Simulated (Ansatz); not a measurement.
Consider the ligand exchange at a B–O bond: `CB(Cl)OC(C)=O` + CH₃NH₂ → `CNB(C)Cl` + `CC(=O)O`.

Gas-phase electronic energies from Ansatz, PBE0-D4/def2-TZVP geometries. CCSD(T)/CBS adds triple-zeta CCSD(T) − MP2 to the extrapolated MP2 energy (def2 sets, frozen cores). One conformer a species, not always the lowest.

| species | CCSD(T)/CBS(def2) energy (Eh) |
| --- | --- |
| `CB(Cl)OC(C)=O` | -752.80237 |
| CH₃NH₂ | -95.75281 |
| `CNB(C)Cl` | -619.69503 |
| `CC(=O)O` | -228.87529 |

**Question.** Work out ΔE.

**Answer.** ΔE = (-619.69503) + (-228.87529) − (-752.80237) − (-95.75281) = -0.01514 Eh = -9.5 kcal/mol.

Largest T1 diagnostic among the species: 0.015.

In def2-TZVPP, CCSD(T) changes the Hartree–Fock value by −2.2 kcal/mol (the triples alone add −0.2 kcal/mol) and MP2 by −3.1 kcal/mol.
